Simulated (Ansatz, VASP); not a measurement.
# Cross-check of Ga2O3 (Ga2O3 (C2/m)) between VASP and Ansatz

Aim: how closely do two programs agree when they are given the same cell, functional and k mesh? The cell is taken from a series of runs on this material, whose earlier steps may have relaxed, scaled, displaced or heated it; both programs get it as it stands.

Method: plane waves, with VASP 6.6.1 beside it; single point at PBEsol, in Ansatz 0.2.0.

### Step 1. The structure

The cell holds 200 atoms: 80 Ga and 120 O. Its edges and angles: a = 15.236 Å, b = 11.621 Å, c = 12.650 Å, α = 103.3°, β = 103.9°, γ = 90.0°.

### Step 2. Ansatz: single point, PBEsol

Ansatz runs on its PAW soft_1 files.

With cell and atoms fixed, the geometry can't cause a difference; cores, projectors, grids and the points listed under the comparison can.

File input.yaml:

```yaml
crystal:
  lattice:
    - [0.0, 15.2364910042, 0.0]
    - [-2.7604537593, 0.0, 11.2879152185]
    - [12.2779581966, -3.0472982008, 0.0078688676]
  atoms:
    - { symbol: Ga, position: [0.0682552972, 0.3427201886, 0.3412764858] }
    - { symbol: Ga, position: [0.1317447028, 0.1572798114, 0.1587235142] }
    - { symbol: Ga, position: [0.1818984528, 0.1023013088, 0.409492264] }
    - { symbol: Ga, position: [0.0181015472, 0.3976986912, 0.090507736] }
    - { symbol: O, position: [0.1007576869, 0.3720424594, 0.0037884346] }
    - { symbol: O, position: [0.0992423131, 0.1279575406, 0.4962115654] }
    - { symbol: O, position: [0.165357463, 0.2186196626, 0.3267873152] }
    - { symbol: O, position: [0.034642537, 0.2813803374, 0.1732126848] }
    - { symbol: O, position: [0.0330548149, 0.0547632684, 0.1652740744] }
    - { symbol: O, position: [0.1669451851, 0.4452367316, 0.3347259256] }
    - { symbol: Ga, position: [0.0682552972, 0.3427201886, 0.8412764858] }
    - { symbol: Ga, position: [0.1317447028, 0.1572798114, 0.6587235142] }
    - { symbol: Ga, position: [0.1818984528, 0.1023013088, 0.909492264] }
    - { symbol: Ga, position: [0.0181015472, 0.3976986912, 0.5905077359] }
    - { symbol: O, position: [0.1007576869, 0.3720424594, 0.5037884346] }
    - { symbol: O, position: [0.0992423131, 0.1279575406, 0.9962115654] }
    - { symbol: O, position: [0.165357463, 0.2186196626, 0.8267873152] }
    - { symbol: O, position: [0.034642537, 0.2813803374, 0.6732126848] }
    - { symbol: O, position: [0.0330548149, 0.0547632684, 0.6652740744] }
    - { symbol: O, position: [0.1669451851, 0.4452367316, 0.8347259256] }
    - { symbol: Ga, position: [0.0682552972, 0.8427201886, 0.3412764858] }
    - { symbol: Ga, position: [0.1317447028, 0.6572798114, 0.1587235142] }
    - { symbol: Ga, position: [0.1818984528, 0.6023013088, 0.409492264] }
    - { symbol: Ga, position: [0.0181015472, 0.8976986912, 0.090507736] }
    - { symbol: O, position: [0.1007576869, 0.8720424594, 0.0037884346] }
    - { symbol: O, position: [0.0992423131, 0.6279575406, 0.4962115654] }
    - { symbol: O, position: [0.165357463, 0.7186196626, 0.3267873152] }
    - { symbol: O, position: [0.034642537, 0.7813803374, 0.1732126848] }
    - { symbol: O, position: [0.0330548149, 0.5547632684, 0.1652740744] }
    - { symbol: O, position: [0.1669451851, 0.9452367316, 0.3347259256] }
    - { symbol: Ga, position: [0.0682552972, 0.8427201886, 0.8412764858] }
    - { symbol: Ga, position: [0.1317447028, 0.6572798114, 0.6587235142] }
    - { symbol: Ga, position: [0.1818984528, 0.6023013088, 0.909492264] }
    - { symbol: Ga, position: [0.0181015472, 0.8976986912, 0.5905077359] }
    - { symbol: O, position: [0.1007576869, 0.8720424594, 0.5037884346] }
    - { symbol: O, position: [0.0992423131, 0.6279575406, 0.9962115654] }
    - { symbol: O, position: [0.165357463, 0.7186196626, 0.8267873152] }
    - { symbol: O, position: [0.034642537, 0.7813803374, 0.6732126848] }
    - { symbol: O, position: [0.0330548149, 0.5547632684, 0.6652740744] }
    - { symbol: O, position: [0.1669451851, 0.9452367316, 0.8347259256] }
    - { symbol: Ga, position: [0.2682552972, 0.3427201886, 0.3412764858] }
    - { symbol: Ga, position: [0.3317447028, 0.1572798114, 0.1587235142] }
    - { symbol: Ga, position: [0.3818984528, 0.1023013088, 0.409492264] }
    - { symbol: Ga, position: [0.2181015472, 0.3976986912, 0.090507736] }
    - { symbol: O, position: [0.3007576869, 0.3720424594, 0.0037884346] }
    - { symbol: O, position: [0.2992423131, 0.1279575406, 0.4962115654] }
    - { symbol: O, position: [0.365357463, 0.2186196626, 0.3267873152] }
    - { symbol: O, position: [0.234642537, 0.2813803374, 0.1732126848] }
    - { symbol: O, position: [0.2330548149, 0.0547632684, 0.1652740744] }
    - { symbol: O, position: [0.3669451851, 0.4452367316, 0.3347259256] }
    - { symbol: Ga, position: [0.2682552972, 0.3427201886, 0.8412764858] }
    - { symbol: Ga, position: [0.3317447028, 0.1572798114, 0.6587235142] }
    - { symbol: Ga, position: [0.3818984528, 0.1023013088, 0.909492264] }
    - { symbol: Ga, position: [0.2181015472, 0.3976986912, 0.5905077359] }
    - { symbol: O, position: [0.3007576869, 0.3720424594, 0.5037884346] }
    - { symbol: O, position: [0.2992423131, 0.1279575406, 0.9962115654] }
    - { symbol: O, position: [0.365357463, 0.2186196626, 0.8267873152] }
    - { symbol: O, position: [0.234642537, 0.2813803374, 0.6732126848] }
    - { symbol: O, position: [0.2330548149, 0.0547632684, 0.6652740744] }
    - { symbol: O, position: [0.3669451851, 0.4452367316, 0.8347259256] }
    - { symbol: Ga, position: [0.2682552972, 0.8427201886, 0.3412764858] }
    - { symbol: Ga, position: [0.3317447028, 0.6572798114, 0.1587235142] }
    - { symbol: Ga, position: [0.3818984528, 0.6023013088, 0.409492264] }
    - { symbol: Ga, position: [0.2181015472, 0.8976986912, 0.090507736] }
    - { symbol: O, position: [0.3007576869, 0.8720424594, 0.0037884346] }
[... 7 lines left out ...]
    - { symbol: Ga, position: [0.3317447028, 0.6572798114, 0.6587235142] }
    - { symbol: Ga, position: [0.3818984528, 0.6023013088, 0.909492264] }
    - { symbol: Ga, position: [0.2181015472, 0.8976986912, 0.5905077359] }
    - { symbol: O, position: [0.3007576869, 0.8720424594, 0.5037884346] }
    - { symbol: O, position: [0.2992423131, 0.6279575406, 0.9962115654] }
    - { symbol: O, position: [0.365357463, 0.7186196626, 0.8267873152] }
    - { symbol: O, position: [0.234642537, 0.7813803374, 0.6732126848] }
    - { symbol: O, position: [0.2330548149, 0.5547632684, 0.6652740744] }
    - { symbol: O, position: [0.3669451851, 0.9452367316, 0.8347259256] }
    - { symbol: Ga, position: [0.4682552972, 0.3427201886, 0.3412764858] }
    - { symbol: Ga, position: [0.5317447028, 0.1572798114, 0.1587235142] }
    - { symbol: Ga, position: [0.5818984528, 0.1023013088, 0.409492264] }
    - { symbol: Ga, position: [0.4181015472, 0.3976986912, 0.090507736] }
    - { symbol: O, position: [0.5007576869, 0.3720424594, 0.0037884346] }
    - { symbol: O, position: [0.4992423131, 0.1279575406, 0.4962115654] }
    - { symbol: O, position: [0.565357463, 0.2186196626, 0.3267873152] }
    - { symbol: O, position: [0.434642537, 0.2813803374, 0.1732126848] }
    - { symbol: O, position: [0.4330548149, 0.0547632684, 0.1652740744] }
    - { symbol: O, position: [0.5669451851, 0.4452367316, 0.3347259256] }
    - { symbol: Ga, position: [0.4682552972, 0.3427201886, 0.8412764858] }
    - { symbol: Ga, position: [0.5317447028, 0.1572798114, 0.6587235142] }
    - { symbol: Ga, position: [0.5818984528, 0.1023013088, 0.909492264] }
    - { symbol: Ga, position: [0.4181015472, 0.3976986912, 0.5905077359] }
    - { symbol: O, position: [0.5007576869, 0.3720424594, 0.5037884346] }
    - { symbol: O, position: [0.4992423131, 0.1279575406, 0.9962115654] }
    - { symbol: O, position: [0.565357463, 0.2186196626, 0.8267873152] }
    - { symbol: O, position: [0.434642537, 0.2813803374, 0.6732126848] }
    - { symbol: O, position: [0.4330548149, 0.0547632684, 0.6652740744] }
    - { symbol: O, position: [0.5669451851, 0.4452367316, 0.8347259256] }
    - { symbol: Ga, position: [0.4682552972, 0.8427201886, 0.3412764858] }
    - { symbol: Ga, position: [0.5317447028, 0.6572798114, 0.1587235142] }
    - { symbol: Ga, position: [0.5818984528, 0.6023013088, 0.409492264] }
    - { symbol: Ga, position: [0.4181015472, 0.8976986912, 0.090507736] }
    - { symbol: O, position: [0.5007576869, 0.8720424594, 0.0037884346] }
    - { symbol: O, position: [0.4992423131, 0.6279575406, 0.4962115654] }
    - { symbol: O, position: [0.565357463, 0.7186196626, 0.3267873152] }
    - { symbol: O, position: [0.434642537, 0.7813803374, 0.1732126848] }
    - { symbol: O, position: [0.4330548149, 0.5547632684, 0.1652740744] }
    - { symbol: O, position: [0.5669451851, 0.9452367316, 0.3347259256] }
    - { symbol: Ga, position: [0.4682552972, 0.8427201886, 0.8412764858] }
    - { symbol: Ga, position: [0.5317447028, 0.6572798114, 0.6587235142] }
    - { symbol: Ga, position: [0.5818984528, 0.6023013088, 0.909492264] }
    - { symbol: Ga, position: [0.4181015472, 0.8976986912, 0.5905077359] }
    - { symbol: O, position: [0.5007576869, 0.8720424594, 0.5037884346] }
    - { symbol: O, position: [0.4992423131, 0.6279575406, 0.9962115654] }
    - { symbol: O, position: [0.565357463, 0.7186196626, 0.8267873152] }
    - { symbol: O, position: [0.434642537, 0.7813803374, 0.6732126848] }
    - { symbol: O, position: [0.4330548149, 0.5547632684, 0.6652740744] }
    - { symbol: O, position: [0.5669451851, 0.9452367316, 0.8347259256] }
    - { symbol: Ga, position: [0.6682552972, 0.3427201886, 0.3412764858] }
    - { symbol: Ga, position: [0.7317447028, 0.1572798114, 0.1587235142] }
    - { symbol: Ga, position: [0.7818984528, 0.1023013088, 0.409492264] }
    - { symbol: Ga, position: [0.6181015472, 0.3976986912, 0.090507736] }
    - { symbol: O, position: [0.7007576869, 0.3720424594, 0.0037884346] }
    - { symbol: O, position: [0.6992423131, 0.1279575406, 0.4962115654] }
    - { symbol: O, position: [0.765357463, 0.2186196626, 0.3267873152] }
    - { symbol: O, position: [0.634642537, 0.2813803374, 0.1732126848] }
    - { symbol: O, position: [0.6330548149, 0.0547632684, 0.1652740744] }
    - { symbol: O, position: [0.7669451851, 0.4452367316, 0.3347259256] }
    - { symbol: Ga, position: [0.6682552972, 0.3427201886, 0.8412764858] }
    - { symbol: Ga, position: [0.7317447028, 0.1572798114, 0.6587235142] }
    - { symbol: Ga, position: [0.7818984528, 0.1023013088, 0.909492264] }
    - { symbol: Ga, position: [0.6181015472, 0.3976986912, 0.5905077359] }
    - { symbol: O, position: [0.7007576869, 0.3720424594, 0.5037884346] }
    - { symbol: O, position: [0.6992423131, 0.1279575406, 0.9962115654] }
    - { symbol: O, position: [0.765357463, 0.2186196626, 0.8267873152] }
    - { symbol: O, position: [0.634642537, 0.2813803374, 0.6732126848] }
    - { symbol: O, position: [0.6330548149, 0.0547632684, 0.6652740744] }
    - { symbol: O, position: [0.7669451851, 0.4452367316, 0.8347259256] }
    - { symbol: Ga, position: [0.6682552972, 0.8427201886, 0.3412764858] }
    - { symbol: Ga, position: [0.7317447028, 0.6572798114, 0.1587235142] }
    - { symbol: Ga, position: [0.7818984528, 0.6023013088, 0.409492264] }
    - { symbol: Ga, position: [0.6181015472, 0.8976986912, 0.090507736] }
    - { symbol: O, position: [0.7007576869, 0.8720424594, 0.0037884346] }
    - { symbol: O, position: [0.6992423131, 0.6279575406, 0.4962115654] }
    - { symbol: O, position: [0.765357463, 0.7186196626, 0.3267873152] }
    - { symbol: O, position: [0.634642537, 0.7813803374, 0.1732126848] }
    - { symbol: O, position: [0.6330548149, 0.5547632684, 0.1652740744] }
    - { symbol: O, position: [0.7669451851, 0.9452367316, 0.3347259256] }
    - { symbol: Ga, position: [0.6682552972, 0.8427201886, 0.8412764858] }
    - { symbol: Ga, position: [0.7317447028, 0.6572798114, 0.6587235142] }
    - { symbol: Ga, position: [0.7818984528, 0.6023013088, 0.909492264] }
    - { symbol: Ga, position: [0.6181015472, 0.8976986912, 0.5905077359] }
    - { symbol: O, position: [0.7007576869, 0.8720424594, 0.5037884346] }
    - { symbol: O, position: [0.6992423131, 0.6279575406, 0.9962115654] }
    - { symbol: O, position: [0.765357463, 0.7186196626, 0.8267873152] }
    - { symbol: O, position: [0.634642537, 0.7813803374, 0.6732126848] }
    - { symbol: O, position: [0.6330548149, 0.5547632684, 0.6652740744] }
    - { symbol: O, position: [0.7669451851, 0.9452367316, 0.8347259256] }
    - { symbol: Ga, position: [0.8682552972, 0.3427201886, 0.3412764858] }
    - { symbol: Ga, position: [0.9317447028, 0.1572798114, 0.1587235142] }
    - { symbol: Ga, position: [0.9818984528, 0.1023013088, 0.409492264] }
    - { symbol: Ga, position: [0.8181015472, 0.3976986912, 0.090507736] }
    - { symbol: O, position: [0.9007576869, 0.3720424594, 0.0037884346] }
    - { symbol: O, position: [0.8992423131, 0.1279575406, 0.4962115654] }
    - { symbol: O, position: [0.965357463, 0.2186196626, 0.3267873152] }
    - { symbol: O, position: [0.834642537, 0.2813803374, 0.1732126848] }
    - { symbol: O, position: [0.8330548149, 0.0547632684, 0.1652740744] }
    - { symbol: O, position: [0.9669451851, 0.4452367316, 0.3347259256] }
    - { symbol: Ga, position: [0.8682552972, 0.3427201886, 0.8412764858] }
    - { symbol: Ga, position: [0.9317447028, 0.1572798114, 0.6587235142] }
    - { symbol: Ga, position: [0.9818984528, 0.1023013088, 0.909492264] }
    - { symbol: Ga, position: [0.8181015472, 0.3976986912, 0.5905077359] }
    - { symbol: O, position: [0.9007576869, 0.3720424594, 0.5037884346] }
    - { symbol: O, position: [0.8992423131, 0.1279575406, 0.9962115654] }
    - { symbol: O, position: [0.965357463, 0.2186196626, 0.8267873152] }
    - { symbol: O, position: [0.834642537, 0.2813803374, 0.6732126848] }
    - { symbol: O, position: [0.8330548149, 0.0547632684, 0.6652740744] }
    - { symbol: O, position: [0.9669451851, 0.4452367316, 0.8347259256] }
    - { symbol: Ga, position: [0.8682552972, 0.8427201886, 0.3412764858] }
    - { symbol: Ga, position: [0.9317447028, 0.6572798114, 0.1587235142] }
    - { symbol: Ga, position: [0.9818984528, 0.6023013088, 0.409492264] }
    - { symbol: Ga, position: [0.8181015472, 0.8976986912, 0.090507736] }
    - { symbol: O, position: [0.9007576869, 0.8720424594, 0.0037884346] }
    - { symbol: O, position: [0.8992423131, 0.6279575406, 0.4962115654] }
    - { symbol: O, position: [0.965357463, 0.7186196626, 0.3267873152] }
    - { symbol: O, position: [0.834642537, 0.7813803374, 0.1732126848] }
    - { symbol: O, position: [0.8330548149, 0.5547632684, 0.1652740744] }
    - { symbol: O, position: [0.9669451851, 0.9452367316, 0.3347259256] }
    - { symbol: Ga, position: [0.8682552972, 0.8427201886, 0.8412764858] }
    - { symbol: Ga, position: [0.9317447028, 0.6572798114, 0.6587235142] }
    - { symbol: Ga, position: [0.9818984528, 0.6023013088, 0.909492264] }
    - { symbol: Ga, position: [0.8181015472, 0.8976986912, 0.5905077359] }
    - { symbol: O, position: [0.9007576869, 0.8720424594, 0.5037884346] }
    - { symbol: O, position: [0.8992423131, 0.6279575406, 0.9962115654] }
    - { symbol: O, position: [0.965357463, 0.7186196626, 0.8267873152] }
    - { symbol: O, position: [0.834642537, 0.7813803374, 0.6732126848] }
    - { symbol: O, position: [0.8330548149, 0.5547632684, 0.6652740744] }
    - { symbol: O, position: [0.9669451851, 0.9452367316, 0.8347259256] }
basis:
  ecutwfc: 420
  xc_grid: 2
hamiltonian:
  xc: pbesol
  pseudopotentials: { kind: paw, azcp: { folder: soft_1 }, xc_functional: pbe }
kpoints:
  mp_grid: { grid: [1, 1, 1] }
scf:
  occupations: { method: fermi_dirac, width: 0.01 }
  max_iter: 100
  lower_state_search: "off"
checkpoint:
  write: "../pristine.sampling_gamma.run"
  compress: false
  write_wavefunctions: false
  write_every: 100000
```

The run is started by

```sh
ansatz run input.yaml --threads 32 --pin off --max-ram 84787MiB --backend cuda --events-out ev --progress --plain --runs-dir out --max-vram 78GiB
```

Numbers of over 12 decimals in the logs are rounded to 6 here.

The log of the run:

```text
Engine: ansatz 0.2.0, aarch64-unknown-linux-gnu
Pseudopotentials: kind: paw
Pseudopotential: Ga, paw, valence charge 13, recommended cutoff 420 eV (normal), soft_1/Ga.paw.azcp
Pseudopotential: O, paw, valence charge 6, recommended cutoff 420 eV (normal), soft_1/O.paw.azcp
Functional definition: PBEsol
  exchange = pbesol_x
  correlation = pbesol_c
device memory: the entry about to start is reckoned to put 7.9 GiB on a device that reports 172.2 GiB free (of which the cap on the GPU budget leaves the run 78.0 GiB)
GPU FFT provider: cuFFT
GPU libraries: cuBLAS 13.8.1, cuFFT 12.4.0, cuSOLVER 12.3.2
GPU matrix products: emulated (plane waves: as basis.precision tells), large ones in fixed point in workspaces of 1.00 GiB
Crystal: 200 atoms, lattice volume = 2111.995 Å³
Basis set: ecut = 420 eV, 41263 PW (Γ), exchange–correlation on 216×160×180 points (8 copies of the dense FFT grid, shifted against one another)
Bands: 1080, of which v1, the nominal top of the filled ones, is band 880 counted from 1 (879 counted from 0)
Symmetry: 40 space group operations
Space group: C2/m (ITA 12), of the structure as read, at distance tolerance 1.3e-4 Å
k-points: 1
Non-local potential: Ga, projectors of the file, l = 0: 2, l = 1: 2, l = 2: 3, l = 3: 1
Non-local potential: O, projectors of the file, l = 0: 2, l = 1: 2, l = 2: 1
PAW form: soft (Blöchl's): semilocal exchange-correlation on the pseudo side does not see the compensation charge
PAW frozen core: Ga, regenerated for the run's functional, and the local potential with it (the file was generated under x = pbe(κ = 0.804, μ = 0.219515), c = pbe(β = 0.066725))
PAW frozen core: O, regenerated for the run's functional, and the local potential with it (the file was generated under x = pbe(κ = 0.804, μ = 0.219515), c = pbe(β = 0.066725))
PAW one-centre angular grid: Ga, 590 points (default); XC on 64 Gauss nodes
PAW one-centre angular grid: O, 110 points (default); XC on 64 Gauss nodes
Initial density: superposition of atomic densities (chi_scale 0.1, normalization cell, long waves kept (reshape's long-wave potential 0.04 eV rms))
Initial wavefunctions: pseudopotential atomic-orbital guess
GPU buffer pool allocated for 777600 grid points (all kernels)
GPU transforms: local potential and band sums: pruned to the plane-wave sphere, on 108×80×90
Functional: x = pbesol(κ = 0.804, μ = 0.123457), c = pbesol(β = 0.046)
SCF iter   1: F=—  HF=-366881.279362 eV  |Δ(HF+E_count)|=         —  Δρ=1.16e-1  dr2=1.30e2  Hψ=3677
preconditioner: auto → Resta (q_TF=auto, 2.647 Å⁻¹)  ε∞=4.3  [insulator: Δε(μ)=2.651 eV  Ē_g=18.684 eV  σ=0.010 eV  W_gap=1.00  n_scr=656 (ndim 8)  ℏωp=33.9 eV  f_vac=0.000  D(μ)=0.00/eV (n_scr^D=0)  ε∞_Penn≈4.3]
SCF iter   2: F=—  HF=-366849.638560 eV  |Δ(HF+E_count)|=    3.16e1  Δρ=5.34e-2  dr2=3.13e1  Hψ=2011
SCF iter   3: F=—  HF=-366838.830441 eV  |Δ(HF+E_count)|=    1.08e1  Δρ=1.63e-2  dr2=3.48e0  Hψ=1658
SCF iter   4: F=—  HF=-366836.243850 eV  |Δ(HF+E_count)|=    2.59e0  Δρ=4.50e-3  dr2=2.98e-1  Hψ=2054
SCF iter   5: F=—  HF=-366836.535216 eV  |Δ(HF+E_count)|=   2.91e-1  Δρ=9.82e-4  dr2=1.65e-2  Hψ=1762
automatic band count: iteration 5 solves 1020 bands in place of 1080: the levels show a gap, and the empty bands left out lie too high to hold charge; the band table lists the bands solved (type scf.n_extra_bands for more)
SCF iter   6: F=—  HF=-366836.544869 eV  |Δ(HF+E_count)|=   9.65e-3  Δρ=3.59e-4  dr2=1.90e-3  Hψ=1658
SCF iter   7: F=—  HF=-366836.538275 eV  |Δ(HF+E_count)|=   6.59e-3  Δρ=1.56e-4  dr2=3.92e-4  Hψ=1764
SCF iter   8: F=—  HF=-366836.538646 eV  |Δ(HF+E_count)|=   3.71e-4  Δρ=3.96e-5  dr2=3.44e-5  Hψ=1769
SCF iter   9: F=—  HF=-366836.546572 eV  |Δ(HF+E_count)|=   7.93e-3  Δρ=8.32e-6  dr2=1.50e-6  Hψ=1769
SCF iter  10: F=-366836.546573 eV  HF=-366836.546573 eV  |Δ(HF+E_count)|=   8.46e-7  Δρ=1.87e-6  dr2=6.94e-8  Hψ=2793
SCF 1 converged in 10 iterations: F = -366836.546573 eV  dr2 = 6.94e-8
  greatest PAW one-centre occupation: 0.998 electrons in one spin orbital (limit 2), on the Ga atom at site 191 (counted from 0), in its partial waves of l = 2
SCF converged after 10 iterations
Free energy (F): -366836.546573 eV
Harris-Foulkes:  -366836.546573 eV  (|F-HF|=3.55e-9)
Internal energy: -366836.546573 eV  (E = F + TS)
E sigma→0 (E₀):  -366836.546573 eV
Fermi energy:    9.017004 eV
--- Per-component energies (eV) ---
  E_band       = -2345.390337
  E_kinetic    = 29192.596919
  E_local      = -140131.239217  (includes V_loc(G=0)·N_el)
  E_nonlocal   = -550.359263
  E_hartree    = 81739.235316
  E_xc         = -13394.711528
  E_vxc        = -15248.931429  (∫ρ·V_xc dr)
  E_paw        = -175771.645520  (= ΣΔE_a)
  E_vpaw       = -39085.991854  (= ΣTr[D̂ρ^β])
  E_aug_tail   = 0.073691  (compensation charges beyond the density's cutoff)
  E_ewald      = -147993.769849
  E_core_change = 73.272879  (= ΣΔE_core)
  E_smearing   = -0.000000  (= −TS)
  E_closure    = 0.000000  (closes the sum)
  Σ components = -366836.546573   (vs F -366836.546573, Δ=0.00e0)
```

The column dr2 measures how far the density is from self-consistency, as an energy; F and HF (Harris–Foulkes) agree once it is small.

[end of part 1 of 2]

[Lines on the potential files, build, host, timing and source positions are cut from VASP's logs without a mark.]

[Logs are printed without paths, hosts, clocks, repeated set-up lines and the standing remarks that a program may print on its own settings, such as how far it seeks lower states.]

[Hosts, paths, dates, database ids (printed as entryN), source tags and the programs' standing remarks are cut or masked in the printed files.]
